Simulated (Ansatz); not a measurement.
A series in volume per atom on KBr

All results are calculated (Ansatz 0.2.0). Periodic Kohn-Sham DFT of a crystal at fixed atoms; pressure and stress are positive in compression; the energy is the free energy less that of spherical unpolarised free atoms; site moments are those in the method's own spheres, positive along +z.

Cell of the first row (space group F-43m, No. 216):
```
CELL_PARAMETERS angstrom
0.00000 3.65170 3.65170
3.65170 0.00000 3.65170
3.65170 3.65170 0.00000
ATOMIC_POSITIONS crystal
K 0.00000 0.00000 0.00000
Br 0.25000 0.25000 0.25000
```

Settings of every row: method all-electron LAPW; functional PBE; relativity scalar; k mesh 11x11x11; filling fermi-dirac; smearing width 0.08 eV; basis error target 0.25 meV/atom; nucleus gaussian.

Atom start moment: 0 on all atoms.

Limits: the cell comes from a prototype or a list of computed structures and needn't be the stable phase.

```csv
row,volume per atom (Å³),energy less free atoms (eV/atom),pressure (GPa)
1,48.696,-2.9969,0.586
2,49.977,-3.0004,0.297
3,51.259,?,?
4,52.54,-3.0012,-0.172
5,53.822,-2.999,-0.362
```

Question: what energy less free atoms and pressure should row 3 give?

Worked fit of energy less free atoms. Take u = (V_r/V)^(2/3) − 1 with V_r = 51.258 Å³ an atom, which is twice the finite (Eulerian) strain; such expansions in the strain, on which the Birch-Murnaghan equation of state is built, carry the rest volume and the bulk modulus. The shown rows have u = 0.03477, 0.01702, -0.01633, -0.03202. Least squares give energy less free atoms = −3.00175 + 0.0221 × u + 3.371 × u² eV/atom; a straight line predicts inner rows, each left out in turn, worse (root mean square 0.0022 against 1.7e-05 eV/atom). All shown rows lie on it to the printed digit. Its lowest point lies at u = -0.0033, or V = 51.51 Å³ an atom, and the curvature there gives the bulk modulus at fixed shape and fractions, B = (4/9)(1 + u)² E″(u)/V = 9.26 GPa. The withheld row has u = -1e-05, so the fit gives −3.00175 + 0.0221 × (-1e-05) + 3.371 × (-1e-05)² = -3.0018 eV/atom.

The calculation gave -3.0017 eV/atom. The fit lies 0.0001 eV/atom (2.1 % of the column's range) below it, one unit of the last digit.

Worked fit of pressure. Take u = (V_r/V)^(2/3) − 1 with V_r = 51.258 Å³ an atom, which is twice the finite (Eulerian) strain; such expansions in the strain, on which the Birch-Murnaghan equation of state is built, carry the rest volume and the bulk modulus. The shown rows have u = 0.03477, 0.01702, -0.01633, -0.03202. Least squares give pressure = 0.046 + 14.07 × u + 41.79 × u² GPa; a straight line predicts inner rows, each left out in turn, worse (root mean square 0.027 against 0.0015 GPa). The rows lie off it by 0.000, -0.001, 0.001, 0.000. The pressure vanishes at u = -0.0033, or V = 51.51 Å³ an atom, and there the bulk modulus at fixed shape and fractions is B = −V dP/dV = (2/3)(1 + u) dP/du = 9.17 GPa. The withheld row has u = -1e-05, so the fit gives 0.046 + 14.07 × (-1e-05) + 41.79 × (-1e-05)² = 0.046 GPa.

The calculation gave 0.046 GPa. The fit meets it to the printed digit.
